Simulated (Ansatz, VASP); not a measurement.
# Cross-check of LiF (Griceite) between VASP and Ansatz, part 2 of 2

Aim: how closely do two programs agree when they are given the same cell, functional and k mesh? The cell is a member of a volume series, scaled by 0.97 from a relaxed one, so a pressure remains.

VASP 6.6.1 and Ansatz 0.2.0.

So far. Step 2 (Ansatz: single point, LDA, volume scaled by 0.97): The run ends at a pressure of 3.69 GPa. Step 6 (Ansatz: single point, r2SCAN, volume scaled by 0.985): The run ends at a pressure of 2.22 GPa.

### 7. Side by side

What differs besides the data sets and the points named for the pairs above, as far as they apply: VASP keeps PBE cores, Ansatz makes them for the functional; the cutoff is 500 eV in Ansatz and 700 eV in VASP. Total energies have different zeros and are not compared.

Compared:

| quantity | Ansatz | VASP | difference |
| --- | --- | --- | --- |
| pressure (GPa) | 2.22 | 1.33 | +0.89 |
| pressure without Ansatz's Pulay correction (GPa) | 2.09 | 1.33 | +0.76 |
| gap on the k mesh (eV) | 10.592 | 10.823 | -0.231 |

A gap on the mesh is an upper bound, since the band edges may lie between its points. Ansatz's pressure holds a Pulay correction of 0.13 GPa; VASP's holds none.

### 8. What the set-up changes

Further runs change the set-up of one program: Ansatz's method, potentials or start, or VASP's data sets, cutoff or form of LDA. The table gives Ansatz less VASP for each quantity, since a change that brings one quantity closer may part another.

| run | pressure (GPa) | gap on the k mesh (eV) | pressure without Ansatz's Pulay correction (GPa) |
| --- | --- | --- | --- |
| as above | 0.89 | -0.23 | 0.76 |
| cores kept as stored | 0.88 | -0.23 | 0.76 |
| Ansatz's all-electron LAPW method | 0.86 | -0.23 |  |
| Ansatz's larger PAW set (cutoff 1300 eV) | 0.85 | -0.23 |  |
| norm-conserving potentials (cutoff 1250 eV) | 0.65 | -0.19 | 0.57 |

### 9. Ansatz: single point, r2SCAN, volume scaled by 1.015

With cell and atoms fixed, the geometry can't cause a difference; cores, projectors, grids and the points listed under the comparison can. The cell compared in this pair holds 15.93 Å³, against 15.46 Å³ for the pair before.

The cell is a member of a volume series, scaled by 1.015 from a relaxed one, so a pressure remains.

Input file input.yaml:

```yaml
crystal:
  lattice:
    - [0.0, 1.99704945, 1.99704945]
    - [1.99704945, 0.0, 1.99704945]
    - [1.99704945, 1.99704945, 0.0]
  atoms:
    - { symbol: F, position: [0.5, 0.5, 0.5] }
    - { symbol: Li, position: [0.0, 0.0, 0.0] }
hamiltonian:
  xc: r2scan
  pseudopotentials: { kind: paw }
kpoints:
  mp_grid: { grid: [10, 10, 10] }
scf:
  occupations: { method: gaussian, width: 0.03 }
  n_extra_bands: 4
output:
  forces: true
  stress: true
  eigenvalues: true
```

Run with:

```sh
$ ansatz run input.yaml --threads 2 --pin off --max-ram 4608MiB --backend cpu --events-out ev --progress --plain --runs-dir out
```

Numbers of over 12 decimals in the logs are rounded to 6 here.

Output:

```text
[...]
Crystal: 2 atoms, lattice volume = 15.929 Å³
Basis set: ecut = 500 eV, 411 PW (Γ), exchange–correlation on 96×96×96 points (64 copies of the dense FFT grid, shifted against one another)
Bands: 9, of which v1, the nominal top of the filled ones, is band 5 counted from 1 (4 counted from 0)
Symmetry: 48 space group operations
[...]
k-points: 47 of 1000
[...]
Free energy (F): -1018.331832 eV
[...]
Internal energy: -1018.331832 eV  (E = F + TS)
E sigma→0 (E₀):  -1018.331832 eV
Fermi energy:    5.721725 eV
[...]
--- Stress (GPa, compression-positive) ---
       -0.225202       0.000000       0.000000
        0.000000      -0.225202       0.000000
       -0.000000      -0.000000      -0.225202
  P = ⅓ Tr σ = -0.2252 GPa (-2.252 kbar)
--- Band table (eV; the first three rows and the last of 47) ---
[...]
[key lines of the parts left out:]
SCF converged after 6 iterations
```

The job ended after 0.76 s (2 threads of Arm Neoverse V2, shared host; peak memory 0.31 GiB; 1.4 s of CPU time).

The run ends at a pressure of -0.23 GPa.

### 10. VASP: single point, r2SCAN, volume scaled by 1.015

The same cell, functional, mesh and smearing now go to VASP, with its own data sets and cutoff.

The input asks for a relaxation, which ended at its first step since no free force or stress exceeded the threshold; so it serves as a single point.

Input file INCAR:

```
SYSTEM = LiF
PREC = Accurate
ENCUT = 700
EDIFF = 1E-06
NELM = 100
ISMEAR = 0
SIGMA = 0.03
LREAL = .FALSE.
ALGO = Normal
METAGGA = R2SCAN
LASPH = .TRUE.
NBANDS = 11
LORBIT = 11
LWAVE = .FALSE.
LCHARG = .FALSE.
KPAR = 4
IBRION = 2
NSW = 30
ISIF = 4
EDIFFG = -0.01
```

Input file POSCAR:

```
LiF
1.0
    0.0000000000      1.9970494483      1.9970494483
    1.9970494483      0.0000000000      1.9970494483
    1.9970494483      1.9970494483      0.0000000000
F Li
1 1
Direct
    0.5000000000      0.5000000000      0.5000000000
    0.0000000000      0.0000000000      0.0000000000
```

Input file KPOINTS:

```
Automatic mesh
0
Gamma
10 10 10
0 0 0
```

PAW data sets: F and Li_sv (PBE family, release 64).

Run with:

```sh
$ mpirun -np 4 vasp_std
```

Output:

```text
[banner, memory and clock lines left out]
running    4 mpi-ranks, on    1 nodes
[...]
[... a notice as in an earlier step ...]

 LDA part: xc-table for (None), standard interpolation
 POSCAR, INCAR and KPOINTS ok, starting setup
[...]
entering main loop
       N       E                     dE             d eps       ncg     rms          rms(c)
DAV:   1     0.394243394347E+02    0.39424E+02   -0.64953E+03  1050   0.117E+03
DAV:   2    -0.133192706799E+02   -0.52744E+02   -0.50806E+02  1184   0.230E+02
DAV:   3    -0.149593139902E+02   -0.16400E+01   -0.16340E+01  1369   0.373E+01
DAV:   4    -0.149793869875E+02   -0.20073E-01   -0.20071E-01  1301   0.426E+00
[...]
DAV:  12    -0.119101180725E+02    0.97242E-04   -0.63062E-04  1223   0.182E-01    0.482E-03
DAV:  13    -0.119101167909E+02    0.12816E-05   -0.65933E-06  1245   0.290E-02    0.206E-03
DAV:  14    -0.119101168638E+02   -0.72821E-07   -0.15390E-07   775   0.423E-03
   1 F= -.11910117E+02 E0= -.11910117E+02  d E =-.119101E+02
[...]
reached required accuracy - stopping structural energy minimisation
```

Parts of OUTCAR (step 10):

```text
  Total       -0.1293833     -0.1293833     -0.1293833     -0.0000000      0.0000000      0.0000000
  in kB      -13.0134483    -13.0134483    -13.0134483     -0.0000000      0.0000000      0.0000000
  external PRESSURE =     -13.0134483 kB  Pullay stress =       0.0000000 kB

 POSITION                                       TOTAL-FORCE (eV/Angst)
 -----------------------------------------------------------------------------------
      1.99705      1.99705      1.99705         0.000000      0.000000     -0.000000
      0.00000      0.00000      0.00000        -0.000000     -0.000000      0.000000
 -----------------------------------------------------------------------------------
    total drift:                               -0.000000     -0.000000      0.000000

  FREE ENERGIE OF THE ION-ELECTRON SYSTEM (eV)
  ---------------------------------------------------
  free  energy   TOTEN  =       -11.9101168638 eV

  energy  without entropy=      -11.9101168638  energy(sigma->0) =      -11.91011686

[... 2 parts as in an earlier step ...]

[... 2 further parts left out ...]
[key lines of the parts left out:]
E-fermi :  -1.3250
```

### 11. Side by side

The two programs side by side:

| quantity | Ansatz | VASP | difference |
| --- | --- | --- | --- |
| pressure (GPa) | -0.23 | -1.30 | +1.08 |
| pressure without Ansatz's Pulay correction (GPa) | -0.35 | -1.30 | +0.95 |
| gap on the k mesh (eV) | 10.299 | 10.525 | -0.226 |

A gap on the mesh is an upper bound, since the band edges may lie between its points. Ansatz's pressure holds a Pulay correction of 0.12 GPa; VASP's holds none.

### 12. What the set-up changes

Further runs change the set-up of one program: Ansatz's method, potentials or start, or VASP's data sets, cutoff or form of LDA. The table gives Ansatz less VASP for each quantity, since a change that brings one quantity closer may part another.

| run | pressure (GPa) | gap on the k mesh (eV) | pressure without Ansatz's Pulay correction (GPa) |
| --- | --- | --- | --- |
| as above | 1.1 | -0.23 | 0.95 |
| cores kept as stored | 1.1 | -0.22 | 0.95 |
| Ansatz's all-electron LAPW method | 1.0 | -0.23 |  |
| Ansatz's larger PAW set (cutoff 1300 eV) | 1.0 | -0.22 |  |
| norm-conserving potentials (cutoff 1250 eV) | 0.85 | -0.19 | 0.77 |

### 13. Summary of results

| Item | Value |
| --- | --- |
| difference in gap on the k mesh (single point, LDA, volume scaled by 0.97) | 0.014 eV |
| difference in pressure (single point, LDA, volume scaled by 0.97) | 0.81 GPa |
| difference in gap on the k mesh (single point, r2SCAN, volume scaled by 0.985) | -0.23 eV |
| difference in pressure (single point, r2SCAN, volume scaled by 0.985) | 0.89 GPa |
| difference in pressure (single point, r2SCAN, volume scaled by 1.015) | 1.1 GPa |
| difference in gap on the k mesh (single point, r2SCAN, volume scaled by 1.015) | -0.23 eV |

In words: The difference in gap on the k mesh is -0.23 eV (single point, r2SCAN, volume scaled by 0.985), beyond the 0.08 eV picked in this series as the mark of a large difference. Single point, r2SCAN, volume scaled by 0.985, norm-conserving potentials (cutoff 1250 eV): the difference in pressure goes from 0.89 to 0.65 GPa; the difference in pressure without Ansatz's Pulay correction goes from 0.76 to 0.57 GPa. By the marks of this series, far apart in the single point, r2SCAN, volume scaled by 1.015 pair: the difference in pressure, 1.1 GPa and the difference in gap on the k mesh, -0.23 eV. For single point, r2SCAN, volume scaled by 1.015, no further run moves any of the tabulated differences by more than a quarter of its size. 3 further runs of this series are not shown here. Such differences can come from data sets, numerical settings and the points named under the comparisons, not from the functional's error against experiment.

[Lines on the potential files, build, host, timing and source positions are cut from VASP's logs without a mark.]

[Logs are printed without paths, hosts, clocks, repeated set-up lines and the standing remarks that a program may print on its own settings, such as how far it seeks lower states.]

[Hosts, paths, dates, database ids (printed as entryN), source tags and the programs' standing remarks are cut or masked in the printed files.]
